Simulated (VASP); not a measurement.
Here is a VASP 6.6.1 calculation.

File INCAR:

```
PREC     = Accurate       # precision mode
ENCUT    = 520            # plane-wave cutoff, eV
EDIFF    = 1E-6           # SCF threshold, eV
ISMEAR   = -1             # smearing method
SIGMA    = 0.05           # smearing width, eV
LREAL    = False          # projectors in reciprocal space
LASPH    = True           # aspherical terms in the spheres
NELM     = 60             # most SCF steps
ALGO     = Fast           # electronic algorithm
ISIF     = 2              # what is computed and relaxed
LWAVE    = False          # write WAVECAR
LCHARG   = False          # write CHGCAR
MAGMOM   = 0 0 0          # initial moments
LORBIT   = 11             # projections on sites
LSORBIT  = True           # spin-orbit coupling
GGA_COMPAT= False        
LMAXMIX  = 4              # l up to which the mixer works
GGA      = PE             # functional
NBANDS   = 22             # bands
```

The input KPOINTS:

```
regular mesh
0
Gamma
  8 8 8
```

Contents of POSCAR:

```
Au
1.0
    0.0000000000      2.0350000000      2.0350000000
    2.0350000000      0.0000000000      2.0350000000
    2.0350000000      2.0350000000      0.0000000000
Au
1
Direct
    0.0000000000      0.0000000000      0.0000000000
```

Contents of KPOINTS_OPT:

```
path GXWKGLUWLK,UX
20
line-mode
reciprocal
 0.0000000000  0.0000000000  0.0000000000  G
 0.5000000000  0.0000000000  0.5000000000  X

 0.5000000000  0.0000000000  0.5000000000  X
 0.5000000000  0.2500000000  0.7500000000  W

 0.5000000000  0.2500000000  0.7500000000  W
 0.3750000000  0.3750000000  0.7500000000  K

 0.3750000000  0.3750000000  0.7500000000  K
 0.0000000000  0.0000000000  0.0000000000  G

 0.0000000000  0.0000000000  0.0000000000  G
 0.5000000000  0.5000000000  0.5000000000  L

 0.5000000000  0.5000000000  0.5000000000  L
 0.6250000000  0.2500000000  0.6250000000  U

 0.6250000000  0.2500000000  0.6250000000  U
 0.5000000000  0.2500000000  0.7500000000  W

 0.5000000000  0.2500000000  0.7500000000  W
 0.5000000000  0.5000000000  0.5000000000  L

 0.5000000000  0.5000000000  0.5000000000  L
 0.3750000000  0.3750000000  0.7500000000  K

 0.6250000000  0.2500000000  0.6250000000  U
 0.5000000000  0.0000000000  0.5000000000  X
```

Potentials or basis: VASP PAW PBE potentials, release 64 (Au).

Command:

```bash
$ cat potpaw_PBE.64/Au/POTCAR > POTCAR
$ mpirun -np 1 vasp_ncl > vasp.out
```

Predict the pressure.

10.4 GPa.
